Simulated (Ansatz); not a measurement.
## From barrier to diffusion: Si in Si

Computed with DFT PBEsol, scalar-relativistic, plane waves, PAW (Ansatz 0.2.0). Settings: 420 eV cutoff, 3×3×3 k-mesh, Gaussian smearing of 0.02 eV, no spin polarisation.

Host crystal, relaxed:

```yaml
crystal:
  lattice:
    - [0.00000, 2.71692, 2.71692]
    - [2.71692, 0.00000, 2.71692]
    - [2.71692, 2.71692, 0.00000]
  atoms:
    - { symbol: Si, position: [0.75000, 0.75000, 0.75000] }
    - { symbol: Si, position: [0.50000, 0.50000, 0.50000] }
```

In a supercell of 16 host sites with charge -2, Si trades places with a neighbouring Si vacancy, moving 1.82 Å. Climbing-image nudged elastic band at fixed cell; the order of the saddle wasn't checked, and the small cell leaves errors of about a tenth of an eV.

```csv
image,path (Å),E − E(0) (eV)
0,0.00,0.000
1,0.47,0.103
2,0.95,0.232
3,1.42,0.103
4,1.90,0.000
```

Problem. What are the barriers forward and back, and what attempt frequency does the shape suggest?

Solution. Forward 0.23 eV, back 0.23 eV, the ends being level. For a sinusoidal profile E_b sin²(πx/l), with the Si atom alone moving, ν = (1/l)√(E_b/2m) = 3.5×10¹² s⁻¹, within an order of magnitude of the customary 10¹³ s⁻¹; a true prefactor needs the vibrations at the minimum and at the saddle.

Problem. With ν = 10¹³ s⁻¹, how often does the exchange happen at 300, 600 and 1000 K once atom and vacancy are neighbours, taking the host as solid throughout? Does that give the diffusivity?

Solution. k = ν exp(−E_b/k_BT):
| T (K) | k (1/s) | wait (s) |
| --- | --- | --- |
| 300 | 1.3×10⁹ | 7.9×10⁻¹⁰ |
| 600 | 1.1×10¹¹ | 8.9×10⁻¹² |
| 1000 | 6.8×10¹¹ | 1.5×10⁻¹² |

No. The atom can jump only when a vacancy is beside it, so where vacancies are thermal the activation energy of diffusion adds the vacancy's formation energy; where doping, quenching or off-stoichiometry fixes their number, it doesn't. And repeated exchanges only swap the two back and forth: Si gets on when the vacancy moves round it by other jumps, which the correlation factor counts. An error of 0.1 eV in the barrier changes k by a factor of 48 at 300 K and 3.2 at 1000 K.

The relaxation kept the symmetry at the defect while a level is partly filled, so a distortion that splits the level (Jahn–Teller) was held off and may lie lower. The cell is also small for a charged defect.

Cost: 1 run of about 3 core-minutes, on Arm Neoverse V2 (shared hosts).